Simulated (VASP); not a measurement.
TaSi2, 9 atoms in the cell. Symmetry: P6_422, No. 181, hexagonal system. Conventional cell: a = 4.784 Å, b = 4.784 Å, c = 6.570 Å, α = 90.00°, β = 90.00°, γ = 120.00°. Ta (site symmetry 222) is surrounded by 10 Si at 2.61 to 2.83 Å. Around Si (site symmetry 2) lie 5 Si at 2.56 to 2.83 Å and 5 Ta at 2.61 to 2.83 Å. 

- Program: VASP 6.6.1
- Task: single point
- Functional: PBEsol
- Potentials or basis: VASP PAW PBE potentials, release 64 (Ta_pv, Si)
- Cutoff: 520 eV
- k mesh: 5 × 5 × 3
- Occupations: fermi-dirac, width 0.05 eV
- Spin: no spin polarisation
- Hubbard terms: Ta d U = 4 eV
- Further INCAR settings: ALGO = Fast; EDIFF = 1e-06

Potentials or basis: VASP PAW PBE potentials, release 64 (Ta_pv, Si).

Run with:

```sh
$ cat potpaw_PBE.64/Ta_pv/POTCAR potpaw_PBE.64/Si/POTCAR > POTCAR
$ mpirun -np 1 vasp_std > vasp.out
```

Hardware: 1 thread of Intel(R) Xeon(R) Platinum 8488C (Sapphire Rapids), on a shared host.

**Question.** How long does it take, and how much memory?

**Answer.** Wall time 92 s on 1 thread of Intel(R) Xeon(R) Platinum 8488C (Sapphire Rapids), on a shared host, peak memory 0.24 GiB. Counts: scf iterations 20, k points 10.
